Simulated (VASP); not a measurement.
## BaS (zincblende): gaps by functional in VASP

```
CELL_PARAMETERS angstrom
0.00000 3.51941 3.51941
3.51941 0.00000 3.51941
3.51941 3.51941 0.00000
ATOMIC_POSITIONS crystal
Ba 0.00000 0.00000 0.00000
S 0.25000 0.25000 0.25000
```

All runs share this cell. Band v is the last that the valence electrons fill when counted band by band, and c is the next. A negative gap between them is a band overlap, as in a metal.

Rank these levels of theory by the band gap that they give, smallest first.
A. PBE
B. HSE06
C. PBEsol
D. LDA
E. PBE with spin–orbit coupling
F. r²SCAN
G. PBE0

D (2.44 eV), C (2.63 eV), E (2.71 eV), A (2.76 eV), F (3.08 eV), B (3.65 eV), G (4.34 eV).
